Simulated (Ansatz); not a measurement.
## TiC under changes of volume

One of the cells (10.158 Å³/atom); the others are scaled copies at fixed shape and fractional positions:

```xyz
2
Lattice="0.0000 2.1657 2.1657 2.1657 0.0000 2.1657 2.1657 2.1657 0.0000" Properties=species:S:1:pos:R:3 pbc="T T T"
Ti    0.0000    0.0000    0.0000
C     2.1657    2.1657    2.1657
```

The cell is a database's computed one.

| Item | Value |
| --- | --- |
| Program | Ansatz 0.2.0 |
| Functional | LDA |
| Potentials or basis | JTH PAW LDA |
| Cutoff | 1230 eV |
| Density cutoff | 6150 eV |
| k mesh | 11 × 11 × 11 |
| Occupations | fermi-dirac, width 0.05 eV |
| Spin | no spin polarisation |

```csv
volume (Å³/atom),energy over the lowest point (meV/atom),pressure (GPa)
9.548,1.88,4.5
9.752,0.00,-1.5
9.955,5.42,-7.0
10.158,17.41,-11.9
10.361,35.33,-16.3
10.564,?,?
10.767,86.62,-23.9
```

Q: What does the run at 10.564 Å³/atom give?

A: Energy over the lowest point 58.57 meV/atom; pressure -20.3 GPa.

Worked out: A Birch-Murnaghan fit of order 3 (a polynomial in V^(-2/3)) to the other rows has its minimum at 9.70 Å³/atom with B0 = V·E''(V) = 282 GPa and B' = 4.0. It gives 58.57 meV/atom at 10.564 Å³/atom, against the run's 58.57, and -dE/dV = -20.3 GPa, against -20.3.

Energies are extrapolated to zero smearing.
